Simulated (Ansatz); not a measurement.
Computed with DFT PBE, scalar-relativistic, plane waves, PAW (Ansatz 0.2.0). All cells share a 420 eV cutoff and Γ-centred k meshes spaced at most about 0.3 Å⁻¹ (about 0.25 or finer for metals, 2π included). No spin polarisation.

Each guess is relaxed in cell and atoms at zero pressure, on a coarse mesh first where it starts far from rest and then on a converged one. The steps can't lower the symmetry of the start, but it can rise. Energies are static (0 K, no zero-point motion).

This guess for PtSe₂ isn't its lowest structure:

```xyz
6
Lattice="5.4251 0.0000 0.0000 0.0000 7.4789 0.0000 0.0000 0.0000 3.7899" Properties=species:S:1:pos:R:3 pbc="T T T"
Pt    0.0000    0.0000    1.5918
Pt    2.7125    3.7395    1.5918
Se    1.6983    5.2688    2.4937
Se    3.7268    2.2101    2.4937
Se    1.0142    1.5294    2.4937
Se    4.4109    5.9495    2.4937
```

Question: What does it relax into?

Answer: Pba2 at 25.6 Å³/atom → Cmm2 at 26.7 Å³/atom. Conventional cell: a = 5.348 Å, b = 7.590 Å, c = 3.950 Å. Pt has 4 Se at 2.46 Å; Se has 2 Pt at 2.46 Å and 2 Se at 2.67 Å.

```xyz
3
Lattice="2.6741 -3.7948 0.0000 2.6741 3.7948 0.0000 0.0000 0.0000 3.9501" Properties=species:S:1:pos:R:3 pbc="T T T"
Pt    0.0000    0.0000    1.7365
Se    1.3371   -1.8974    2.5604
Se    1.3371    1.8974    2.5604
```

Question: How far does this end lie above the lowest form of PtSe₂ relaxed in the same way, and what is that form?

Answer: It lies 0.57 eV/atom above the lowest of the 10 forms computed, a structure that the Crystallography Open Database (COD) lists, of the cadmium iodide type. Space group P-3m1 (No. 164), trigonal, a = 3.752 Å, c = 6.499 Å. Pt is surrounded by 6 Se at 2.53 Å; around Se lie 3 Pt at 2.53 Å. That form has 26.4 Å³/atom and a gap of 0.88 eV on its mesh; the guess's end has none. Counting Se atoms around Pt (those within 1.25 times the shortest such distance or 1.15 times the sum of covalent radii, 1.27 where that leaves under three), the guess's end has Pt 4 and the lowest form has Pt 6.

Weakly bound directions are ill-defined at this level, which has no dispersion term (P-3m1, Cmm2), and this can change margins and order among such cells. These runs have no spin–orbit coupling, which can matter for Pt. Kohn–Sham gaps at this level usually fall short of measured ones. Some candidate types were left out of the draw beforehand, so a known form may be missing.
